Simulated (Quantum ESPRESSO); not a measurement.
A run of Quantum ESPRESSO 7.5 is set up as follows.

Contents of scf.in:

```
&CONTROL
  calculation = 'scf'
  prefix = 'pwscf'
  outdir = './tmp'
  pseudo_dir = './pseudo'
/
&SYSTEM
  ibrav = 0
  nat = 2
  ntyp = 1
  ecutwfc = 78
  nbnd = 21
  occupations = 'smearing'
  smearing = 'fd'
  degauss = 0.00367493
  force_symmorphic = .true.
/
&ELECTRONS
  conv_thr = 4d-10
  electron_maxstep = 120
  mixing_beta = 0.5
/
ATOMIC_SPECIES
Ge    72.6300 Ge.upf
CELL_PARAMETERS angstrom
   0.0000000000    2.9024208332    2.9024208332
   2.9024208332    0.0000000000    2.9024208332
   2.9024208332    2.9024208332    0.0000000000
ATOMIC_POSITIONS crystal
Ge     0.7500000000    0.7500000000    0.7500000000
Ge     0.5000000000    0.5000000000    0.5000000000
K_POINTS automatic
8 8 8 0 0 0
```

The input nscf.in:

```
&CONTROL
  calculation = 'nscf'
  prefix = 'pwscf'
  outdir = './tmp'
  pseudo_dir = './pseudo'
/
&SYSTEM
  ibrav = 0
  nat = 2
  ntyp = 1
  ecutwfc = 78
  nbnd = 164
  occupations = 'smearing'
  smearing = 'fd'
  degauss = 0.00367493
  force_symmorphic = .true.
/
&ELECTRONS
  conv_thr = 1d-08
  diago_full_acc = .true.
  diago_thr_init = 1d-06
/
ATOMIC_SPECIES
Ge    72.6300 Ge.upf
CELL_PARAMETERS angstrom
   0.0000000000    2.9024208332    2.9024208332
   2.9024208332    0.0000000000    2.9024208332
   2.9024208332    2.9024208332    0.0000000000
ATOMIC_POSITIONS crystal
Ge     0.7500000000    0.7500000000    0.7500000000
Ge     0.5000000000    0.5000000000    0.5000000000
K_POINTS automatic
4 4 4 0 0 0
```

Potentials or basis: PseudoDojo 0.4.1 SR PBE standard.

The run is started by

```bash
$ OMP_NUM_THREADS=1 pw.x -in scf.in > scf.out
$ OMP_NUM_THREADS=1 pw.x -in nscf.in > nscf.out
```

Task: Predict the band gap on the k mesh, mean-field level.

Result: None (metal or under the smearing width).

Caveat: the k mesh is coarse (spacing up to 0.47 Å⁻¹), so the values aren't converged.
